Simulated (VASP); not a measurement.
Method: PBE GGA with D4 dispersion, VASP's PBE PAW potentials (set 64) (plane waves; VASP).

A VASP calculation is set up with these files.

POSCAR:
```
CsBr
1
    4.3274639309    -0.0000000000    -0.0000000000
    0.0000000000     4.3274639309     0.0000000000
    0.0000000000     0.0000000000     4.3274639309
Cs Br
1 1
Direct
  0.0000000000   0.0000000000   0.0000000000
  0.5000000000   0.5000000000   0.5000000000
```

KPOINTS:
```
Automatic mesh
0
Gamma
6 6 6
0 0 0
```

### INCAR
```
# general
SYSTEM   =  CsBr
PREC     =  Accurate
ENCUT    =  520
LREAL    =  F
LASPH    =  T

# electronic loop
EDIFF    =  1E-6
NELM     =  100
ALGO     =  Normal
LMAXMIX  =  4

# smearing
ISMEAR   =  0
SIGMA    =  0.05

# functional
GGA      =  PE
IVDW     =  13

# ions
IBRION   =  2
NSW      =  60
ISIF     =  3
EDIFFG   =  -0.01

# output
LWAVE    =  F
LCHARG   =  F
```

POTCAR, in this order: Cs_sv Br (PBE.64 set). Program: vasp_std.

Output of the run:

OSZICAR:
```
       N       E                     dE             d eps       ncg     rms          rms(c)
DAV:   1     0.981672843194E+02    0.98167E+02   -0.67157E+03   480   0.113E+03
DAV:   2     0.149763495002E+01   -0.96670E+02   -0.88714E+02   724   0.184E+02
DAV:   3    -0.620308994239E+01   -0.77007E+01   -0.76718E+01   580   0.583E+01
DAV:   4    -0.628675693409E+01   -0.83667E-01   -0.83570E-01   564   0.708E+00
DAV:   5    -0.628757435163E+01   -0.81742E-03   -0.81725E-03   604   0.692E-01    0.180E+00
DAV:   6    -0.605215460214E+01    0.23542E+00   -0.35710E-01   540   0.307E+00    0.110E+00
DAV:   7    -0.601379433186E+01    0.38360E-01   -0.18644E-01   592   0.223E+00    0.588E-01
DAV:   8    -0.601663535685E+01   -0.28410E-02   -0.12191E-02   556   0.788E-01    0.937E-02
DAV:   9    -0.601698803858E+01   -0.35268E-03   -0.24537E-03   560   0.306E-01    0.783E-02
DAV:  10    -0.601704221667E+01   -0.54178E-04   -0.15374E-04   560   0.104E-01    0.137E-02
DAV:  11    -0.601704776715E+01   -0.55505E-05   -0.42472E-05   568   0.410E-02    0.472E-03
DAV:  12    -0.601704759553E+01    0.17163E-06   -0.72112E-06   572   0.174E-02
   1 F= -.63378079E+01 E0= -.63378079E+01  d E =-.633781E+01
```

OUTCAR:
```
------------------------ aborting loop because EDIFF is reached ----------------------------------------
  Edisp (eV):   -0.32076
  FORCE on cell =-STRESS in cart. coord.  units (eV):
  Direction    XX          YY          ZZ          XY          YZ          ZX
  --------------------------------------------------------------------------------------
  Total       0.00388     0.00388     0.00388     0.00000     0.00000     0.00000
  in kB       0.07678     0.07678     0.07678     0.00000     0.00000     0.00000
  external pressure =        0.08 kB  Pullay stress =        0.00 kB
  volume of cell :       81.04
      direct lattice vectors                 reciprocal lattice vectors
     4.327463931  0.000000000  0.000000000     0.231082226  0.000000000  0.000000000
     0.000000000  4.327463931  0.000000000     0.000000000  0.231082226  0.000000000
     0.000000000  0.000000000  4.327463931     0.000000000  0.000000000  0.231082226
 POSITION                                       TOTAL-FORCE (eV/Angst)
 -----------------------------------------------------------------------------------
      0.00000      0.00000      0.00000         0.000000      0.000000      0.000000
      2.16373      2.16373      2.16373         0.000000      0.000000      0.000000
 -----------------------------------------------------------------------------------
    total drift:                                0.000000      0.000000     -0.000000
  FREE ENERGIE OF THE ION-ELECTRON SYSTEM (eV)
  ---------------------------------------------------
  free  energy   TOTEN  =        -6.3378078616 eV

  energy  without entropy=       -6.3378078616  energy(sigma->0) =       -6.33780786

 reached required accuracy - stopping structural energy minimisation
```
(Selected blocks of OUTCAR.)

The compound is CsBr in the CsCl type structure. It was relaxed first. The start is the result of an earlier pass.
